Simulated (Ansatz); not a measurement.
CaS: a run of Ansatz with trial settings.

```yaml
crystal:
  lattice:
    - [0.0, 2.8523742917, 2.8523742917]
    - [2.8523742917, 0.0, 2.8523742917]
    - [2.8523742917, 2.8523742917, 0.0]
  atoms:
    - { symbol: Ca, position: [0.0, 0.0, 0.0] }
    - { symbol: S, position: [0.5, 0.5, 0.5], spin: 0.5 }
basis:
  ecutwfc: 420
kpoints:
  mp_grid: { grid: [8, 8, 8] }
hamiltonian:
  xc: pbe
scf:
  occupations: { method: gaussian, width: 0.1 }
  lower_state_search: "off"
output:
  forces: true
  stress: true
  eigenvalues: true
  populations: true
magnetization:
  spin_polarized: true
```

Command:

```bash
ansatz run input.yaml --threads 1 --pin off --max-ram 1331MiB --backend cpu --events-out ev --progress --plain --runs-dir out
```

From the log (HF is the Harris–Foulkes energy, dr2 the density residual in eV):

```text
Pseudopotential: Ca, paw, valence charge 10, recommended cutoff 420 eV (normal)
Pseudopotential: S, paw, valence charge 6, recommended cutoff 420 eV (normal)
Crystal: 2 atoms, lattice volume = 46.414 Å³
Basis set: ecut = 420 eV, 893 PW (Γ), exchange–correlation on 54×54×54 points (8 copies of the dense FFT grid, shifted against one another)
Bands: 13, of which v1, the nominal top of the filled ones, is band 8 counted from 1 (7 counted from 0)
Symmetry: 48 space group operations
Space group: Fm-3m (ITA 225), of the structure as read, at distance tolerance 3.6e-5 Å
k-points: 29 of 512
Initial density: superposition of atomic densities
Starting moments: Σ|m| = 0.5 μB on 1 of 2 sites
SCF iter   1: HF=-2723.490902 eV  Δρ=2.18e-2 (↑2.18e-2 ↓1.90e-2) dr2=8.02e-1  dr2_m=3.92e-2  M=0.000 μB ∫|m|=0.098 μB
SCF iter   2: HF=-2723.265894 eV  Δρ=1.20e-2 (↑1.10e-2 ↓1.20e-2) dr2=1.85e-1  dr2_m=2.15e-2  M=0.000 μB ∫|m|=0.068 μB
SCF iter   3: HF=-2723.240712 eV  Δρ=7.36e-3 (↑5.90e-3 ↓7.36e-3) dr2=3.06e-2  dr2_m=1.16e-2  M=0.000 μB ∫|m|=0.051 μB
SCF iter   4: HF=-2723.254238 eV  Δρ=4.31e-3 (↑4.31e-3 ↓4.13e-3) dr2=3.24e-3  dr2_m=6.21e-3  M=0.000 μB ∫|m|=0.039 μB
   ...
SCF iter  11: F=-2723.261961 eV  HF=-2723.261961 eV  Δρ=1.14e-5 (↑7.06e-6 ↓1.14e-5) dr2=3.85e-8  dr2_m=3.32e-8  M=0.000 μB ∫|m|=0.000 μB
SCF iter  12: F=-2723.261961 eV  HF=-2723.261961 eV  Δρ=1.94e-6 (↑1.44e-6 ↓1.94e-6) dr2=6.84e-10  dr2_m=1.15e-9  M=0.000 μB ∫|m|=0.000 μB
SCF iter  13: F=-2723.261961 eV  HF=-2723.261961 eV  Δρ=1.80e-7 (↑1.12e-7 ↓1.80e-7) dr2=7.91e-12  dr2_m=7.79e-12  M=0.000 μB ∫|m|=0.000 μB
WARN: the starting moments were not kept: the SCF closed with an absolute magnetisation of 3.9e-6 μB, where they sum to 0.5 μB in size (1 site). That is at most 0.1 of that sum. Measured as dr2_m measures the in/out step, that magnetisation stands 2.2e-12 eV from none, at or under the dr2_threshold of 1.0e-7 eV: it is no larger than a step whose dr2_m would equal this threshold. The system may hold no moment …
SCF 1 converged in 13 iterations: F = -2723.261961 eV  dr2 = 7.91e-12
SCF converged after 13 iterations
Magnetization: 0.0000 μB (8.0000 up, 8.0000 down)
Absolute magnetization: 0.0000 μB (∫|ρ↑−ρ↓|, with the PAW one-centre terms)
Per-site moments (μB) at R_I (Å): [(-1.4399e-7, 1.1766), (1.9015e-6, 1.1766)]
Free energy (F): -2723.261961 eV
E sigma→0 (E₀):  -2723.261961 eV
Fermi energy:    7.102706 eV
--- Forces (eV/Å), atoms counted from 1 ---
  atom   1  Ca    -0.00000000    -0.00000000    -0.00000000
  atom   2  S      0.00000000    -0.00000000     0.00000000
--- Stress (GPa, compression-positive) ---
        0.212239       0.000000       0.000000
        0.000000       0.212239       0.000000
        0.000000      -0.000000       0.212239
  P = ⅓ Tr σ = 0.2122 GPa (2.122 kbar)
```

Settings here are deliberately varied, not converged. The starting moments weren't kept.